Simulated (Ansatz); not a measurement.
# Ga5N4: the cost of one run

Program: Ansatz 0.2.0. Level of theory: DFT PBEsol, scalar-relativistic, plane waves, PAW. These are calculated values, not measurements.

4 further runs of the same task are left out: 2 that didn't finish, 2 set aside as unsound or not needed.

## 1. The structure to begin with

Symmetry: F-43m, No. 216, cubic system. Conventional cell: a = 4.498 Å, b = 4.498 Å, c = 4.498 Å, α = 90.00°, β = 90.00°, γ = 90.00°. Ga (site symmetry -43m) has 4 N at 1.95 Å as nearest neighbours. N (site symmetry -43m) is surrounded by 4 Ga at 1.95 Å.

Structure file:

```cif
data_structure
_symmetry_space_group_name_H-M 'P 1'
_symmetry_Int_Tables_number 1
_cell_length_a 3.1807
_cell_length_b 3.1807
_cell_length_c 3.1807
_cell_angle_alpha 60.000
_cell_angle_beta 60.000
_cell_angle_gamma 60.000
_cell_volume 22.75
loop_
_atom_site_label
_atom_site_type_symbol
_atom_site_fract_x
_atom_site_fract_y
_atom_site_fract_z
_atom_site_occupancy
Ga1 Ga 0.00000 0.00000 0.00000 1
N1 N 0.75000 0.75000 0.75000 1
```

It goes back to an entry of the Materials Project.

This cell was relaxed beforehand with the same method: volume 11.38 Å³/atom, gap on the mesh 1.70 eV.

The bulk reference comes from a run made before at the same settings: -2061.4175 eV/atom.

## 2. The (100) slab

Miller indices refer to the conventional cell of the relaxed bulk, F-43m (No. 216): a = 4.498 Å, b = 4.498 Å, c = 4.498 Å, α = 90.00°, β = 90.00°, γ = 90.00°.

The slab is a (100) slab, 9.0 Å thick as cut, with 15 Å of vacuum; its outer planes are Ga (top) and Ga (bottom).

The slab as cut. Its planes from the bottom up:

| plane | atoms per cell | height over the lowest (Å) |
| --- | --- | --- |
| 1 | Ga | 0.00 |
| 2 | N | 1.12 |
| 3 | Ga | 2.25 |
| 4 | N | 3.37 |
| 5 | Ga | 4.50 |
| 6 | N | 5.62 |
| 7 | Ga | 6.75 |
| 8 | N | 7.87 |
| 9 | Ga | 9.00 |

## 3. The slab as cut, atoms at the bulk's places

The cell repeats along c, and a dipole correction in the vacuum removes the field between the copies.

File input.yaml:

```yaml
crystal:
  lattice:
    - [3.1807290375, 0.0, 0.0]
    - [0.0, 3.1807290375, 0.0]
    - [0.0, 0.0, 23.9964602861]
  atoms:
    - { symbol: Ga, position: [0.5, 0.5, 0.3125460968] }
    - { symbol: "N", position: [0.5, 0.0, 0.3594095726] }
    - { symbol: Ga, position: [0.0, 0.0, 0.4062730484] }
    - { symbol: "N", position: [0.0, 0.5, 0.4531365242] }
    - { symbol: Ga, position: [0.5, 0.5, 0.5] }
    - { symbol: "N", position: [0.5, 0.0, 0.5468634758] }
    - { symbol: Ga, position: [0.0, 0.0, 0.5937269516] }
    - { symbol: "N", position: [0.0, 0.5, 0.6405904274] }
    - { symbol: Ga, position: [0.5, 0.5, 0.6874539032] }
basis:
  ecutwfc: 420
kpoints:
  mp_grid: { grid: [8, 8, 1] }
hamiltonian:
  xc: pbesol
scf:
  occupations: { method: gaussian, width: 0.05 }
output:
  forces: true
  stress: true
  eigenvalues: true
  write_density: true
  write_potential: true
  elf: true
  volumetric_format: npy
efield:
  axis: 3
  dipole_correction: true
  ramp_width: 0.04
```

Command:

```bash
$ ansatz run input.yaml --threads 1 --pin off --max-ram 2560MiB --backend cpu --events-out ev --progress --plain --runs-dir out
```

**Question.** How long does this run take on 1 thread of Arm Neoverse V1, shared host, and how much memory does it need?

About 50 s, with a peak of 0.52 GiB.
